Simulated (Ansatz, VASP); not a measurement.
## Two plane-wave programs on CdS

```
Cd S
1.0
     0.00000    2.96348    2.96348
     2.96348    0.00000    2.96348
     2.96348    2.96348    0.00000
Cd S
1 1
Direct
  0.00000 0.00000 0.00000
  0.25000 0.25000 0.25000
```

Alike in both runs: task single point; functional PBE; k mesh 8 × 8 × 8; occupations gaussian, width 0.02 eV; no spin polarisation.

|  | VASP | Ansatz |
| --- | --- | --- |
| version | VASP 6.6.1 | Ansatz 0.2.0 |
| potentials or method | VASP PAW PBE potentials, release 64 (Cd, S) | scalar-relativistic, plane waves, PAW |
| plane-wave cutoff (eV) | 520 | 420 |
| valence electrons in the cell | 18 | 26 |

```tsv
	VASP	Ansatz	Ansatz less VASP
gap on the k mesh at the Fermi level (eV)	1.04	1.04	-0.003
least direct gap on the mesh (eV)	1.04	1.04	-0.003
pressure (GPa)	0.3	0.0	-0.27
```

The two sets of potentials don't hold the same shells in valence.

PBE gaps usually lie below the measured ones, often by a third to a half.
